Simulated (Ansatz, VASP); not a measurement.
# One calculation of Al, two programs

```
CELL_PARAMETERS angstrom
0.00000 1.95094 1.95094
1.95094 0.00000 1.95094
1.95094 1.95094 0.00000
ATOMIC_POSITIONS crystal
Al 0.00000 0.00000 0.00000
```

Change from the starting cell: volume scaled by 0.9, LAPW.

Alike in both runs: task single point; functional PBE; k mesh 18 × 18 × 18; occupations fermi-dirac, width 0.05 eV; no spin polarisation.

```csv
,VASP,Ansatz
version,VASP 6.6.1,Ansatz 0.2.0
potentials or method,"VASP PAW PBE potentials, release 64 (Al), cutoff 520 eV","all-electron LAPW, scalar-relativistic"
```

```tsv
	VASP	Ansatz	Ansatz less VASP
pressure (GPa)	10.2	10.2	0.00
```

Ansatz ran all-electron here, so the differences hold the error of VASP's frozen core and of both bases.
